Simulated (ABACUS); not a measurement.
# Ni (P6_3/mmc) in ABACUS: further runs, part 2 of 2

ABACUS 3.10.1. Earlier steps stand in the parts before.

**4. Single point, PBE, collinear spin, ferromagnetic start**

INPUT reads:

```
INPUT_PARAMETERS
suffix              Ni
calculation         scf
basis_type          lcao
pseudo_dir          ./
orbital_dir         ./
symmetry            1
dft_functional      pbe
ecutwfc             100
pseudo_rcut         10
nspin               2
nbands              20
ks_solver           genelpa
smearing_method     fd
smearing_sigma      0.00367493
scf_thr             1e-07
scf_nmax            100
mixing_type         broyden
mixing_beta         0.4
cal_force           1
cal_stress          1
out_mul             1
out_chg             1
out_pot             2
out_elf             1
```

STRU reads:

```
ATOMIC_SPECIES
Ni 58.6934 Ni.upf

NUMERICAL_ORBITAL
Ni_confined-atom_7au_2s1p1d.orb

LATTICE_CONSTANT
1.8897261246

LATTICE_VECTORS
2.4480228978 0.0000000000 0.0000000000
-1.2240114489 2.1200500186 0.0000000000
0.0000000000 0.0000000000 4.0728075700

ATOMIC_POSITIONS
Direct

Ni
0.0
2
0.6666666667 0.3333333333 0.7500000000 1 1 1 mag 1
0.3333333333 0.6666666667 0.2500000000 1 1 1 mag 1
```

KPT reads:

```
K_POINTS
0
Gamma
12 12 7 0 0 0
```

Potentials or basis: PseudoDojo NC SR 0.4.1 PBE standard, SZ LCAO (the cutoffs set its grid).

Run with:

```bash
> OMP_NUM_THREADS=1 mpirun -np 4 abacus > log
```

running log:

```text
ABACUS v3.10.1

               Atomic-orbital Based Ab-initio Computation at UStc

 ------------------------------------------------------------------------------------

 READING GENERAL INFORMATION
                           global_out_dir = OUT.Ni/
                           global_in_card = INPUT
                               pseudo_dir = ./
                              orbital_dir = ./
                                    DSIZE = 4
                                    GSIZE = 1

 READING UNITCELL INFORMATION
                                    ntype = 1
                  lattice constant (Bohr) = 1.88973
              lattice constant (Angstrom) = 1

 READING ATOM TYPE 1
                               atom label = Ni
                      L=0, number of zeta = 2
                      L=1, number of zeta = 1
                      L=2, number of zeta = 1
             number of atom for this type = 2
               magnetization of element 1 = 1

                        TOTAL ATOM NUMBER = 2
DIRECT COORDINATES
    atom                   x                   y                   z     mag                  vx                  vy                  vz
taud_Ni1            0.6666666667        0.3333333333        0.7500000000  1.0000        0.0000000000        0.0000000000        0.0000000000
taud_Ni2            0.3333333333        0.6666666667        0.2500000000  1.0000        0.0000000000        0.0000000000        0.0000000000

                          Volume (Bohr^3) = 142.644
                             Volume (A^3) = 21.1376

 Lattice vectors: (Cartesian coordinate: in unit of a_0)
             +2.44802                  +0                  +0
             -1.22401            +2.12005                  +0
                   +0                  +0            +4.07281
 Reciprocal vectors: (Cartesian coordinate: in unit of 2 pi/a_0)
            +0.408493           +0.235843                  -0
                   -0           +0.471687                  -0
                   +0                  -0           +0.245531
 The esolver type has been set to : ksdft_lcao

                PAO radial cut off (Bohr) = 10

[... 219 lines left out ...]
                dimension of extened grid = [ 29, 29, 31 ]
                            UnitCellTotal = 100
              Atom number in sub-FFT-grid = 2
    Local orbitals number in sub-FFT-grid = 20
                                ParaV.nnr = 11350
                                 init_chg = atomic

 LCAO ALGORITHM --------------- ION=   1  ELEC=   1--------------------------------
          total magnetism (Bohr mag/cell) = 1.16509
       absolute magnetism (Bohr mag/cell) = 1.16545
                        nelec for spin up = 18.5825
                      nelec for spin down = 17.4175
[... 196 lines left out ...]
 Density error is 7.90858501955e-08
----------------------------------------------------------
     Energy           Rydberg                 eV
----------------------------------------------------------
 E_KohnSham     -670.5579431196      -9123.4088655862
 E_KS(sigma->0) -670.5568253883      -9123.3936580719
 E_Harris       -670.5579462416      -9123.4089080629
 E_band         -26.0472006142       -354.3903453024
 E_one_elec     -328.5619561778      -4470.3147500444
 E_Hartree      196.7924920925       2677.4992160785
 E_xc           -87.5138457943       -1190.6869566957
 E_Ewald        -451.2723977775      -6139.8759598959
 E_entropy(-TS) -0.0022354626        -0.0304150288
 E_descf        0.0000000000         0.0000000000
 E_exx          0.0000000000         0.0000000000
 E_Fermi        1.7584387477         23.9247865533
----------------------------------------------------------

 charge density convergence is achieved
 final etot is -9123.4088656 eV
 EFERMI = 23.924786553 eV
The vacuum level is 17.624156214 eV

 STATE ENERGY(eV) AND OCCUPATIONS    NSPIN == 2
SPIN UP :
 1/76 kpoint (Cartesian) = 0.0000 0.0000 0.0000 (614 pws)
       1       -78.0550    0.000992063
       2       -78.0126    0.000992063
       3       -38.9817    0.000992063
       4       -38.7798    0.000992063
       5       -38.7798    0.000992063
       6       -38.7429    0.000992063
[... 122 lines left out ...]
      19        23.7295     0.00583503
      20        30.4284    1.92613e-59

[... levels at 146 further k points ...]

-------------------------------------------------
 Total Magnetism (uB)
-------------------------------------------------
                        Ni1         0.7547084039
                        Ni2         0.7547084039
-------------------------------------------------

 correction force for each atom along direction 1 is -7.25375e-15
 correction force for each atom along direction 2 is 4.45377e-14
 correction force for each atom along direction 3 is 5.20764e-15
------------------------------------------------------------------------------------------
 TOTAL-FORCE (eV/Angstrom)
------------------------------------------------------------------------------------------
                       Ni1         0.0000000000         0.0000000000         0.0000000000
                       Ni2         0.0000000000         0.0000000000         0.0000000000
------------------------------------------------------------------------------------------

----------------------------------------------------------------
 TOTAL-STRESS (KBAR)
----------------------------------------------------------------
       486.4437520568         0.0000000000         0.0000000000
         0.0000000000       486.4437520296         0.0000000000
         0.0000000000        -0.0000000000       436.9187640558
----------------------------------------------------------------
 TOTAL-PRESSURE: 469.935423 KBAR

 --------------------------------------------
 !FINAL_ETOT_IS -9123.4088655862269661 eV
 --------------------------------------------
```

stdout:

```text
ABACUS v3.10.1

               Atomic-orbital Based Ab-initio Computation at UStc

%%%%%%%%%%%%%%%%%%%%%%%%%%%%%%%%%%%%%%%%%%%%%%%%%%%%%%%%%%%%%%%%%%%%%%%%%%%%%%%%%%%%%%%%%%%%%%%%%%%%%%%%%
 Warning: the number of valence electrons in pseudopotential > 10 for Ni: [Ar] 3d8 4s2
[... 39 lines left out ...]
 TOTAL-STRESS (KBAR)
----------------------------------------------------------------
       486.4437520568         0.0000000000         0.0000000000
         0.0000000000       486.4437520296         0.0000000000
         0.0000000000        -0.0000000000       436.9187640558
----------------------------------------------------------------
 TOTAL-PRESSURE: 469.935423 KBAR
```

mulliken.txt:

```text
 0
CALCULATE THE MULLIkEN ANALYSIS FOR EACH ATOM
 Total charge of spin 1:	18.75
 Total charge of spin 2:	17.25
 Total charge:	36
Decomposed Mulliken populations
[... 40 lines left out ...]
dxy                                    0              0.9597              0.8278              1.7875              0.1319
SUM OVER M                                            4.7502              3.9922              8.7424              0.7579
SUM OVER M+Zeta                                       4.7502              3.9922              8.7424              0.7579

SUM OVER M+Zeta+L                                     9.3774              8.6226             18.0000              0.7547

Total Charge on atom:                 Ni             18.0000
Total Magnetism on atom:              Ni              0.7547
```

It took 30 s on 4 MPI ranks of AMD EPYC, shared host; peak memory 0.4 GiB.

These settings aren't checked as converged: the numbers below hold their error.

Results:

| Property | Result |
| --- | --- |
| Free energy | -9123.4089 eV |
| Pressure | 47.0 GPa |
| Band gap on the k mesh | none (metal or under the smearing width) |
| Net moment | 1.51 μB per cell |
| Absolute moment | 1.51 μB per cell |
| Site moments | Ni +0.75 μB |

Caveat: the atomic orbitals were generated for these runs and aren't a published set; a pressure of tens of GPa on the cell as given is suspect, and the run, the potentials or the cell itself is likely at fault; the basis of atomic orbitals isn't converged, which shifts pressures, moduli and gaps.
